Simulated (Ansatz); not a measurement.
## GdN (WC-type structure)

Computed with Ansatz (plane waves, PAW, 500 eV cutoff): r²SCAN, scalar-relativistic, collinear spin, Γ-centred 12×12×12 mesh, 0.05 eV Gaussian smearing; PAW files: Ansatz's generated set soft_2.

```
CELL_PARAMETERS angstrom
3.38678 0.00000 0.00000
-1.69339 2.93304 0.00000
0.00000 0.00000 3.08011
ATOMIC_POSITIONS crystal
Gd 0.00000 0.00000 0.00000
N 0.66667 0.33333 0.50000
```

The start was a prototype's sites filled with these elements. The Crystallography Open Database lists the compound in space group Fm-3m (rock salt), so this is a trial structure.

Magnetic state: ferromagnetic, site spin moments Gd 6.92; N -0.10 μB.

Path: Γ–M–K–Γ–A–L–H–A | L–M | H–K, with Γ = (0.000, 0.000, 0.000), M = (0.500, 0.000, 0.000), K = (0.333, 0.333, 0.000), A = (0.000, 0.000, 0.500), L = (0.500, 0.000, 0.500), H = (0.333, 0.333, 0.500) in reciprocal vectors of the calculation's cell.

Q: Is it a metal or an insulator, and if it has a gap, where are the band edges on this path?

A: A semimetal or zero-gap crystal: the filled and empty bands only touch or barely overlap.

Bands as a text map, energy in eV from the Fermi level (dashes), each leg drawn with the same width, + spin up, o spin down, # both:
```
  5.57 |  #+   ++ +o+++++ oo  +  +o+ + o  ++++++++ +  o + ++++  +++   + o++
  5.14 |     ++  + +#+ +oo +o  ooo +++  ++          ++ o++    ++         + 
  4.71 |oo+++     +  o#o  ++ oo++o    #+              ++               + o#
  4.29 |           +     +      o #ooo +   oo oooooo    ooo        ooo     
  3.86 | +          #oo#+   +  #+    o#  oo  o      o  +o  ooo        oo#oo
  3.43 |#oooooooooooo##oooooo##  +o    oo            ooo+     ooooo      ##
  3.00 |oooooooooooooooooooooooooo####ooooo####o###oooooo####oooooo##oooooo
  2.57 |  oooooooooooo#ooooo    #oooo#oooo#oooo#ooo#oooo#oooo#ooooooo######
  2.14 |oooo        o#o#   ooooo ooooo#oo+          +oo#oo    #         ooo
  1.71 |           o+   oo     +o      ++            ++        o           
  1.29 |   oooo ooo+    + o    o                               +o          
  0.86 | oo    o  +      + oo #                                 +oo        
  0.43 |#+ +++  ++        + +#                                             
  0.00 |--+---++-----------+-------------------------------------++--------
 -0.43 |##o+  +++         +o##                  o##o             ++##      
 -0.86 |   o##ooo#       +o   #    +++         #+  +#   ++      #oo  #     
 -1.29 |   #oo##++##++++###+   o+++  +++      #      ##++      #++#   #  ++
 -1.71 |###     oooo####   o####ooooooo#+    #         #oo   ##+oo     o#o#
 -2.14 | #                  #   #      o### #         +o   ###        ## # 
 -2.57 |  #                #             o##   oooooo o   ###      o##  #  
 -3.00 |   #o       o##o o#      #       ooo#o#++++++#    oo       +   # ##
 -3.43 |    +#oooo##+  +#+             ##++++#+     + #   ++#o  ooo   #    
 -3.86 |      +++++++++++         #+++#       o#++ +o  #++   +##+++ +#    +
 -4.29 |+++++++++++++++++++++++++++###++++++++++####++++##+++++++++##++++++
 -4.71 |                         +++ +++         ++   +++          ++      
 -5.14 |                            +                    +                 
 -5.57 |                                                                   
 -6.00 |                                                                   
        Γ      M      K      Γ      A      L      H      AL       MH      K
```

Formal charges Gd³⁺, N³⁻ leave Gd³⁺ with an open 4f⁷ shell. Exchange should fill one spin channel of a half-filled shell and leave an insulator, so a metal points to the functional or the structure. The run still finds no gap.

Run time: 87 s on 2 threads of AMD EPYC 7R43 64-Core Processor (Zen 3), with other jobs on the host, peak memory 0.67 GiB.

Exchange splits the half-filled 4f shell away from the Fermi level; the metal comes from a small overlap of other bands, which can be the functional's gap error. Spin–orbit coupling, which matters for such heavy elements, is left out. The run wasn't fully tested for a lower electronic state. Site moments are of spin, integrated over atomic spheres. A displaced or strained copy of the relaxed cell lay 3.7 meV/atom lower, so the structure isn't a true minimum at this level, unless the mesh, which matters in a metal, makes it so. At this volume the filled and empty bands only touch, so this is a zero-gap semimetal rather than a metal, and a semilocal functional can cause such a touching.
